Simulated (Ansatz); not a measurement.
Si, DFT, PBE, all-electron PAW with datasets made for the crystal, scalar-relativistic (Ansatz 0.2.0), run on 1 thread of Intel(R) Xeon(R) Platinum 8488C (Sapphire Rapids) on a shared host.

The cell comes from COD entry 9011656, which wasn't checked; take it as a given geometry. The listed cell was then made from it by scaling, straining or moving an atom.

Command: `ansatz run input.yaml --threads 1 --pin off --max-ram 3072MiB --backend cpu --events-out ev --progress --plain --runs-dir out`

```yaml
crystal:
  lattice:
    - [-2.18347, 2.297445, 1.275]
    - [2.18347, -2.297445, 1.275]
    - [2.18347, 2.297445, -1.275]
  atoms:
    - { symbol: Si, position: [0.807, 0.557, 0.25] }
    - { symbol: Si, position: [0.193, 0.443, 0.75] }
kpoints:
  mp_grid: { grid: [16, 16, 16] }
scf:
  occupations: { method: fermi_dirac, width: 0.05 }
hamiltonian:
  xc: pbe
  pseudopotentials: { kind: all_electron, datasets: crystal }
output:
  forces: true
  stress: true
  eigenvalues: true
  efg: { contact_densities: true }
```

How large is the problem that the program sets up?

621 irreducible k-points, 187 plane waves at Γ, 10 bands.

About how long does it take, and how much memory does it use?

15 s of wall time for 6 SCF iterations, with a peak of 0.57 GiB. Times on shared machines scatter by tens of per cent.

And the same cell and mesh by PAW (frozen-core files), asked for forces, stress, eigenvalues, efg, on the same hardware?

8 s, peak memory 0.47 GiB.
